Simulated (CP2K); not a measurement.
**BaTiO3: band structure with r2SCAN**

The system is BaTiO3.

```
Ba Ti O
1.0
     4.00600    0.00000    0.00000
     0.00000    4.00600    0.00000
     0.00000    0.00000    4.00600
Ba Ti O
1 1 3
Direct
  0.50000 0.50000 0.50000
  0.00000 0.00000 0.00000
  0.00000 0.00000 0.50000
  0.00000 0.50000 0.00000
  0.50000 0.00000 0.00000
```

```yaml
Program: CP2K 2026.2
Task: band structure
Functional: r2SCAN
Potentials_or_basis: POTENTIAL_UZH Ba GTH-SCAN-q10, Ti GTH-SCAN-q12, O GTH-SCAN-q6; TZVP-MOLOPT-SCAN-GTH basis
Density_cutoff: 11565 eV
k_mesh: 7 × 7 × 7
Occupations: fermi-dirac, width 0.1 eV
Spin: no spin polarisation
SCF_solver: diagonalisation with k points
Quickstep_method: GPW
EPS_DEFAULT: 1.0E-9
EPS_SCF: 1.0E-6
MAX_SCF: 100
SCF_GUESS: ATOMIC
k_points_reduced_by_the_point_group: yes
Mesh_centred_on_Gamma: yes
CHOLESKY: OFF
EPS_EIGVAL: 1.0E-7
MIXING_METHOD: BROYDEN_MIXING
MIXING_ALPHA: 0.4
NBUFFER: 8
NGRIDS: 5
Basis_sets: Ba TZVP-MOLOPT-SCAN-GTH-q10, Ti TZVP-MOLOPT-SCAN-GTH-q12, O TZVP-MOLOPT-SCAN-GTH-q6
Potentials: Ba GTH-SCAN-q10 of POTENTIAL_UZH, Ti GTH-SCAN-q12 of POTENTIAL_UZH, O GTH-SCAN-q6 of POTENTIAL_UZH
ADDED_MOS: "[19]"
Points_a_segment_of_the_path_NPOINTS: 10
Bands_added_on_the_path: 2
MPI_ranks: 4
REL_CUTOFF_Ry: 60 Ry
MIXING_BETA_1/bohr: 1.5 1/bohr
CUTOFF_of_the_grids: 850 Ry
```

```json
{"Pressure": "0.8 GPa", "Band gap along the path": "2.06 eV, indirect (least direct gap 2.23 eV)", "Mulliken charges": "Ba +1.33; Ti +1.79; O -1.04 e"}
```

Levels at the corners of the path, in eV from the valence-band top:
| point | band 17 | band 18 | band 19 | band 20 | band 21 | band 22 | band 23 | band 24 |
| --- | --- | --- | --- | --- | --- | --- | --- | --- |
| Γ | -1.12 | -0.17 | -0.17 | -0.17 | 2.06 | 2.06 | 2.06 | 4.15 |
| X | -1.83 | -1.83 | -0.75 | -0.75 | 2.22 | 3.78 | 3.78 | 4.15 |
| M | -1.78 | -0.89 | -0.89 | -0.09 | 3.79 | 3.79 | 4.26 | 5.04 |
| Γ | -1.12 | -0.17 | -0.17 | -0.17 | 2.06 | 2.06 | 2.06 | 4.15 |
| R | -2.43 | 0.00 | 0.00 | 0.00 | 4.49 | 4.49 | 4.49 | 7.45 |
| X | -1.83 | -1.83 | -0.75 | -0.75 | 2.22 | 3.78 | 3.78 | 4.15 |
| M | -1.78 | -0.89 | -0.89 | -0.09 | 3.79 | 3.79 | 4.26 | 5.04 |
| R | -2.43 | 0.00 | 0.00 | 0.00 | 4.49 | 4.49 | 4.49 | 7.45 |

Wall time 2.1 min on 4 MPI ranks on AMD EPYC 7R43 64-Core Processor (Zen 3), with other jobs on the host.

Caveat: Mulliken charges move with the basis; spin-orbit coupling is left out, which moves the levels of the heavy elements; the basis of atomic orbitals isn't converged, which shifts pressures, moduli and gaps.
